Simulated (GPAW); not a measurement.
The system is Ir.

```
Ir
1.0
     0.00000    1.91560    1.91560
     1.91560    0.00000    1.91560
     1.91560    1.91560    0.00000
Ir
1
Direct
  0.00000 0.00000 0.00000
```

Base run:

* Program: GPAW 26.7.0
* Functional: PBE
* Potentials or basis: GPAW PAW data sets (gpaw-data 1.2.1)
* Cutoff: 600 eV
* Basis: pw
* k mesh: 12 × 12 × 12
* Occupations: fermi-dirac, width 0.05 eV
* Spin: no spin polarisation
* Hubbard terms: Ir d U = 1 eV

Its results: pressure 7.3 GPa.

Problem. The run is repeated on the same cell with these changes: hubbard terms from Ir d U = 1 eV to Ir d U = 5.3 eV; band points from 60 to 80. What comes out?

Solution. Pressure 1.4 GPa.

Caveats: U without spin polarisation on a metal has little footing; the U is typed as a test and isn't derived for this compound.
